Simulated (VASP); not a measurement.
# Mg (P6/mmm) in VASP: further runs

Runs on Mg. Level: LDA. Tasks: single point.

Everything below comes from runs of VASP 6.6.1. Logs are shortened: lines on timing, memory, paths and dates and some standing lists are left out, and cuts for length are marked.

## 1. The structure

It takes space group P6/mmm (No. 191, hexagonal). Conventional cell: a = 3.050 Å, b = 3.050 Å, c = 3.045 Å, α = 90.00°, β = 90.00°, γ = 120.00°. Mg (site symmetry 6/mmm) is surrounded by 8 Mg at 3.04 to 3.05 Å.

This isn't the form of Mg at room conditions, which is hcp.

## 2. Single point, LDA

File INCAR:

```
SYSTEM = Mg
  PREC = Accurate
  ENCUT = 520
  EDIFF = 1E-6
  ISMEAR = -1
  SIGMA = 0.05
  LREAL = .FALSE.
  LASPH = .TRUE.
  NELM = 100
  ALGO = Normal
  ISIF = 2
  LWAVE = .FALSE.
  LCHARG = .FALSE.
  NBANDS = 7
```

File KPOINTS:

```
regular mesh
0
G
  8 8 7
  0 0 0
```

File POSCAR:

```
Mg
1.0
    3.0503000000      0.0000000000      0.0000000000
   -1.5251500000      2.6416370000      0.0000000000
    0.0000000000      0.0000000000      3.0448380000
Mg
1
Direct
    0.0000000000      0.0000000000      0.0000000000
```

Potentials or basis: VASP PAW LDA potentials, release 64 (Mg).

Run with:

```sh
$ cat potpaw_LDA.64/Mg/POTCAR > POTCAR
$ mpirun -np 1 vasp_std > vasp.out
```

OUTCAR:

```text
SYSTEM = Mg
   PREC = Accurate
   ENCUT = 520
   EDIFF = 1E-6
   ISMEAR = -1
   LREAL = .FALSE.
   LASPH = .TRUE.
   NELM = 100
   ISIF = 2

 ion  position               nearest neighbor table
   1  0.000  0.000  0.000-

  LATTYP: Found a hexagonal cell.
 ALAT       =     3.0503000000
 C/A-ratio  =     0.9982093565

  Lattice vectors:

 A1 = (   3.0503000000,   0.0000000000,   0.0000000000)
 A2 = (  -1.5251500000,   2.6416370000,   0.0000000000)
 A3 = (   0.0000000000,   0.0000000000,   3.0448380000)

Analysis of symmetry for initial positions (statically):
=====================================================================
 Subroutine PRICEL returns:
 Original cell was already a primitive cell.

 Routine SETGRP: Setting up the symmetry group for a
 hexagonal supercell.

 Subroutine GETGRP returns: Found 24 space group operations
 (whereof 24 operations were pure point group operations)
 out of a pool of 24 trial point group operations.

The static configuration has the point symmetry D_6h.

Analysis of symmetry for dynamics (positions and initial velocities):
=====================================================================
 Subroutine PRICEL returns:
 Original cell was already a primitive cell.

 Routine SETGRP: Setting up the symmetry group for a
 hexagonal supercell.

 Subroutine GETGRP returns: Found 24 space group operations
 (whereof 24 operations were pure point group operations)
 out of a pool of 24 trial point group operations.

The dynamic configuration has the point symmetry D_6h.

 Subroutine INISYM returns: Found 24 space group operations
 (whereof 24 operations are pure point group operations),
 and found     1 'primitive' translations

----------------------------------------------------------------------------------------

                                     Primitive cell

  volume of cell :      24.5347

  direct lattice vectors                    reciprocal lattice vectors
     3.050300000  0.000000000  0.000000000     0.327836606  0.189276574  0.000000000
    -1.525150000  2.641637000  0.000000000     0.000000000  0.378553147  0.000000000
     0.000000000  0.000000000  3.044838000     0.000000000  0.000000000  0.328424698

  length of vectors
     3.050300000  3.050299750  3.044838000     0.378553116  0.378553147  0.328424698

  position of ions in fractional coordinates (direct lattice)
     0.000000000  0.000000000  0.000000000

  ion indices of the primitive-cell ions
   primitive index   ion index
                 1           1

----------------------------------------------------------------------------------------

 KPOINTS: regular mesh

Automatic generation of k-mesh.
 Grid dimensions read from file:
 generate k-points for:    8    8    7

 Generating k-lattice:

  Cartesian coordinates                     Fractional coordinates (reciprocal lattice)
     0.040979576  0.023659572  0.000000000     0.125000000  0.000000000  0.000000000
     0.000000000  0.047319143  0.000000000     0.000000000  0.125000000  0.000000000
     0.000000000  0.000000000  0.046917814     0.000000000  0.000000000  0.142857143

  Length of vectors
     0.047319140  0.047319143  0.046917814

  Shift w.r.t. Gamma in fractional coordinates (k-lattice)
     0.000000000  0.000000000  0.000000000

 Subroutine IBZKPT returns following result:
 ===========================================

 Found     40 irreducible k-points:

 Following reciprocal coordinates:
            Coordinates               Weight
  0.000000  0.000000  0.000000      1.000000
  0.125000 -0.000000  0.000000      6.000000
  0.250000 -0.000000  0.000000      6.000000
  0.375000  0.000000  0.000000      6.000000
  0.500000 -0.000000  0.000000      3.000000
  0.125000  0.125000  0.000000      6.000000
[... 16 lines left out ...]
  0.250000 -0.000000  0.285714     12.000000
  0.375000  0.000000  0.285714     12.000000
 [... further k-points ...]
   k-points           NKPTS =     40   k-points in BZ     NKDIM =     40   number of bands    NBANDS=      7
   number of dos      NEDOS =    301   number of ions     NIONS =      1
   total plane-waves  NPLWV =  13824
   dimension x,y,z NGX =    24 NGY =   24 NGZ =   24
   dimension x,y,z NGXF=    48 NGYF=   48 NGZF=   48
   ions per type =               1
   NGX,Y,Z   is equivalent  to a cutoff of  13.08, 13.08, 13.10 a.u.
   NGXF,Y,Z  is equivalent  to a cutoff of  26.16, 26.16, 26.21 a.u.
 SYSTEM =  Mg
   PREC   = accura    normal or accurate (medium, high low for compatibility)
   ISTART =      0    job   : 0-new  1-cont  2-samecut
   ICHARG =      2    charge: 1-file 2-atom 10-const
   ISPIN  =      1    spin polarized calculation?
   LNONCOLLINEAR =      F non collinear calculations
   LSORBIT =      F    spin-orbit coupling
   LASPH  =      T    aspherical Exc in radial PAW
   ENCUT  =  520.0 eV  38.22 Ry    6.18 a.u.   5.67  5.67  5.66*2*pi/ulx,y,z
   NELM   =    100;   NELMIN=  2; NELMDL= -5     # of ELM steps
   EDIFF  = 0.1E-05   stopping-criterion for ELM
   LREAL  =      F    real-space projection
   EDIFFG = 0.1E-04   stopping-criterion for IOM
   NSW    =      0    number of steps for IOM
   IBRION =     -1    ionic relax: 0-MD 1-quasi-New 2-CG
   NFREE  =      0    steps in history (QN), initial steepest desc. (CG)
   ISIF   =      2    stress and relaxation
   ISYM   =      2    0-nonsym 1-usesym 2-fastsym
   POTIM  = 0.5000    time-step for ionic-motion
   TEBEG  =    0.0;   TEEND  =   0.0 temperature during run
   PSTRESS=    0.0 pullay stress
   NELECT =       2.0000    total number of electrons
   NUPDOWN=      -1.0000    fix difference up-down
   EMIN   =  10.00;   EMAX   =-10.00  energy-range for DOS
   EFERMI =   0.00;   METHOD = LEGACY
   ISMEAR =    -1;   SIGMA  =   0.05  broadening in eV -4-tet -1-fermi 0-gaus
   EFERMI_NEDOS =   21; number of points for ismear=-14 and -15
   IALGO  =     38    algorithm
   IMIX   =      4    mixing-type and parameters
     AMIX     =   0.40;   BMIX     =  1.00
     AMIX_MAG =   1.60;   BMIX_MAG =  1.00
  volume/ion in A,a.u.               =      24.53       165.57
  Fermi-wavevector in a.u.,A,eV,Ry     =   0.709836  1.341396  6.855534  0.503868
  Thomas-Fermi vector in A             =   1.796524
   LORBIT       =      0    0 simple, 1 ext, 2 COOP (PROOUT), +10 PAW based schemes
   GGA     = CA    functional components
   LHFCALC =     F    Hartree Fock is set to
   AEXX    =    0.0000 exact exchange contribution
   IVDW    =     0    specifies the selected vdW correction
   LEPSILON=     F    determine dielectric tensor
   LRPA    =     F    only Hartree local field effects (RPA)
 non-spin polarized calculation
  energy-cutoff  :      520.00
  volume of cell :       24.53
 maximum number of plane-waves:       674
 NGX is ok and might be reduce to    24

 number of electron       2.0000000 magnetization

 Free energy of the ion-electron system (eV)
  ---------------------------------------------------
  ext. energy  EPLUGINS =         0.00000000
  ---------------------------------------------------
  free energy    TOTEN  =        -1.56130929 eV

  energy without entropy =       -1.55603885  energy(sigma->0) =       -1.55867407

 E-fermi :   2.1772     XC(G=0):  -8.4424

 val. band max:        1.9475829425   @ k =   0.2500  -0.0000   0.4286
 cond. band min:       2.1855493929   @ k =   0.3750   0.2500   0.1429
 fundamental gap:      0.2379664504
 Fermi energy:         2.1771710346

 k-point     1 :       0.0000    0.0000    0.0000
  band No.  band energies     occupation
      1      -4.5303      2.00000
      2      10.0930      0.00000
      3      10.7635      0.00000
      4      14.6265      0.00000
      5      14.6265      0.00000
      6      15.5684      0.00000
      7      15.5684      0.00000

 k-point     2 :       0.1250   -0.0000    0.0000
  band No.  band energies     occupation
      1      -4.1935      2.00000
      2       9.8530      0.00000
      3      11.0428      0.00000
      4      11.5251      0.00000
      5      13.0954      0.00000
      6      15.1640      0.00000
      7      17.6694      0.00000

 k-point     3 :       0.2500   -0.0000    0.0000
  band No.  band energies     occupation
      1      -3.1901      2.00000
      2       6.9218      0.00000
      3      10.6964      0.00000
      4      11.7330      0.00000
      5      11.8829      0.00000
      6      14.6766      0.00000
      7      20.7166      0.00000

 k-point     4 :       0.3750    0.0000    0.0000
  band No.  band energies     occupation
      1      -1.5415      2.00000
      2       3.5833      0.00000
      3      10.4641      0.00000
      4      10.9125      0.00000
      5      13.2847      0.00000
      6      15.5092      0.00000
      7      17.8572      0.00000

 k-point     5 :       0.5000   -0.0000    0.0000
  band No.  band energies     occupation
      1       0.5615      2.00000
      2       0.9037      2.00000
      3      10.3217      0.00000
      4      10.6393      0.00000
      5      14.9702      0.00000
      6      15.6159      0.00000
      7      16.9605      0.00000
[... 161 lines left out ...]
 k-point    22 :       0.1250   -0.0000    0.2857
  band No.  band energies     occupation
      1      -2.8927      2.00000
      2       3.7430      0.00000
      3      12.1984      0.00000
      4      14.1619      0.00000
      5      15.0507      0.00000
      6      18.3089      0.00000
      7      19.0420      0.00000

 k-point    23 :       0.2500   -0.0000    0.2857
  band No.  band energies     occupation
      1      -1.9006      2.00000
      2       4.6194      0.00000
      3       8.3747      0.00000
      4      12.8227      0.00000
      5      13.0410      0.00000
      6      15.9602      0.00000
      7      18.6112      0.00000

 k-point    24 :       0.3750    0.0000    0.2857
  band No.  band energies     occupation
      1      -0.2731      2.00000
      2       4.6546      0.00000
      3       6.4716      0.00000
      4      10.7413      0.00000
      5      12.0098      0.00000
      6      14.0693      0.00000
      7      17.9021      0.00000

 [... further k-points ...]
[... 5 lines left out ...]
  --------------------------------------------------------------------------------------
  -------------------------------------------------------------------------------------
  Total       -0.2211857     -0.2211856      0.0174242      0.0000000      0.0000000      0.0000000
  in kB      -14.4440078    -14.4440046      1.1378479      0.0000000      0.0000000      0.0000000
  external PRESSURE =      -9.2500548 kB  Pullay stress =       0.0000000 kB

 VOLUME and BASIS-vectors are now :
 -----------------------------------------------------------------------------
  energy-cutoff  :      520.00
  volume of cell :       24.53
      direct lattice vectors                 reciprocal lattice vectors
     3.050300000  0.000000000  0.000000000     0.327836606  0.189276574  0.000000000
    -1.525150000  2.641637000  0.000000000     0.000000000  0.378553147  0.000000000
     0.000000000  0.000000000  3.044838000     0.000000000  0.000000000  0.328424698

 POSITION                                       TOTAL-FORCE (eV/Angst)
 -----------------------------------------------------------------------------------
      0.00000      0.00000      0.00000         0.000000      0.000000      0.000000
 -----------------------------------------------------------------------------------
    total drift:                               -0.000000     -0.000000      0.000000

  FREE ENERGIE OF THE ION-ELECTRON SYSTEM (eV)
  ---------------------------------------------------
  free  energy   TOTEN  =        -1.5613092868 eV

  energy  without entropy=       -1.5560388476  energy(sigma->0) =       -1.55867407
```

Run time: 2.5 s. Hardware: 1 thread of Intel Xeon Platinum 8488C (Sapphire Rapids), shared host; peak memory 0.13 GiB.

What came out:

```yaml
Free_energy: -1.5613 eV
Pressure: -0.9 GPa
Band_gap_on_the_k_mesh: none (metal or under the smearing width)
```

Levels at points of the mesh, in eV from the Fermi level:
| k point | band 1 | band 2 | band 3 | band 4 | band 5 |
| --- | --- | --- | --- | --- | --- |
| (0.00, 0.00, 0.00) | -6.71 | 7.92 | 8.59 | 12.45 | 12.45 |
| (0.50, 0.00, 0.00) | -1.62 | -1.27 | 8.14 | 8.46 | 12.79 |

## 3. Single point, LDA

This run uses another cell than the first one: it holds 3 atoms, not 1.

File INCAR:

```
ALGO = Normal
DIPOL = 0.5 0.5 0.500
EDIFF = 1E-6
ENCUT = 520
GGA = CA
IDIPOL = 3
ISIF = 2
ISMEAR = -1
LASPH = True
LCHARG = False
LDIPOL = True
LREAL = False
LWAVE = False
NBANDS = 10
NELM = 100
PREC = Accurate
SIGMA = 0.05
```

File KPOINTS:

```
k-points
0
Gamma
  6 6 1
```

File POSCAR:

```
Mg
1.0
    3.0448380000      0.0000000000      0.0000000000
    0.0000000000      3.0503000000      0.0000000000
    0.0000000000      0.0000000000     19.2832740000
Mg
3
Direct
    0.0000000000      0.0000000000      0.3630088957
    0.0000000000      0.5000000000      0.5000000000
    0.0000000000      0.0000000000      0.6369911043
```

Potentials or basis: VASP PAW LDA potentials, release 64 (Mg).

Run with:

```sh
$ cat potpaw_LDA.64/Mg/POTCAR > POTCAR
$ mpirun -np 1 vasp_std > vasp.out
```

OUTCAR:

```text
EDIFF = 1E-6
   ENCUT = 520
   GGA = CA
   ISIF = 2
   ISMEAR = -1
   LASPH = True
   LREAL = False
   NELM = 100
   PREC = Accurate

 ion  position               nearest neighbor table
   1  0.000  0.000  0.363-   2 3.05   2 3.05
   2  0.000  0.500  0.500-   1 3.05   3 3.05   1 3.05   3 3.05
   3  0.000  0.000  0.637-   2 3.05   2 3.05

  LATTYP: Found a simple orthorhombic cell.
 ALAT       =     3.0448380000
 B/A-ratio  =     1.0017938557
 C/A-ratio  =     6.3331034360

  Lattice vectors:

 A1 = (   3.0448380000,   0.0000000000,   0.0000000000)
 A2 = (   0.0000000000,   3.0503000000,   0.0000000000)
 A3 = (   0.0000000000,   0.0000000000,  19.2832740000)

Analysis of symmetry for initial positions (statically):
=====================================================================
 Subroutine PRICEL returns:
 Original cell was already a primitive cell.

 Routine SETGRP: Setting up the symmetry group for a
 simple orthorhombic supercell.

 Subroutine GETGRP returns: Found  8 space group operations
 (whereof  8 operations were pure point group operations)
 out of a pool of  8 trial point group operations.

[... 177 lines left out ...]
      9       4.3164      0.00000
     10       6.7692      0.00000
[... 183 lines left out ...]
 k-point    16 :       0.5000    0.5000    0.0000
  band No.  band energies     occupation
      1      -0.2369      0.00000
      2      -0.0093      0.00000
      3       0.4886      0.00000
      4       0.4958      0.00000
      5       0.5884      0.00000
      6       1.1809      0.00000
      7       2.0622      0.00000
      8       2.1589      0.00000
      9       3.2179      0.00000
     10       3.6866      0.00000

------------------------ aborting loop because EDIFF is reached ----------------------------------------

 vacuum level on the upper side and lower side of the slab       (xc-potential included)        -0.137        -0.137

  FORCE on cell =-STRESS in cart. coord.  units (eV):
  Direction    XX          YY          ZZ          XY          YZ          ZX
  --------------------------------------------------------------------------------------
  -------------------------------------------------------------------------------------
  Total       -1.3192397     -0.9433434     -0.0445523     -0.0000000      0.0000000      0.0000000
  in kB      -11.8017602     -8.4390366     -0.3985595     -0.0000000      0.0000000      0.0000000
  external PRESSURE =      -6.8797854 kB  Pullay stress =       0.0000000 kB

 VOLUME and BASIS-vectors are now :
 -----------------------------------------------------------------------------
  energy-cutoff  :      520.00
  volume of cell :      179.10
      direct lattice vectors                 reciprocal lattice vectors
     3.044838000  0.000000000  0.000000000     0.328424698  0.000000000  0.000000000
     0.000000000  3.050300000  0.000000000     0.000000000  0.327836606  0.000000000
     0.000000000  0.000000000 19.283274000     0.000000000  0.000000000  0.051858414

 POSITION                                       TOTAL-FORCE (eV/Angst)
 -----------------------------------------------------------------------------------
      0.00000      0.00000      7.00000         0.000000      0.000000      0.008332
      0.00000      1.52515      9.64164        -0.000000      0.000000      0.000000
      0.00000      0.00000     12.28327        -0.000000      0.000000     -0.008332
 -----------------------------------------------------------------------------------
    total drift:                                0.000000      0.000000      0.000000

  FREE ENERGIE OF THE ION-ELECTRON SYSTEM (eV)
  ---------------------------------------------------
  free  energy   TOTEN  =        -4.1176930571 eV

  energy  without entropy=       -4.1139963168  energy(sigma->0) =       -4.11584469

 vacuum level on the upper side and lower side of the slab         2.423         2.423
```

Wall time 21 s (1 thread of Intel Xeon Platinum 8488C (Sapphire Rapids), shared host); peak memory 0.21 GiB.

What came out:

| Property | Result |
| --- | --- |
| Free energy | -4.1177 eV |
| Largest force | 0.008 eV/Å |
| Band gap on the k mesh | none (metal or under the smearing width) |

Forces on the atoms (eV/Å):
```
Mg   0.000  0.000  0.008
Mg   0.000  0.000  0.000
Mg   0.000  0.000 -0.008
```

Levels at points of the mesh, in eV from the Fermi level:
```tsv
k point	band 1	band 2	band 3	band 4	band 5	band 6
(0.00, 0.00, 0.00)	-6.10	-4.85	-2.89	-0.67	1.79	3.37
(0.50, 0.00, 0.00)	-2.46	-1.80	-1.15	-0.70	1.02	1.02
(0.00, 0.50, 0.00)	-2.18	-2.11	-1.03	-0.83	0.89	1.17
(0.50, 0.50, 0.00)	1.18	1.41	1.91	1.92	2.01	2.60
```
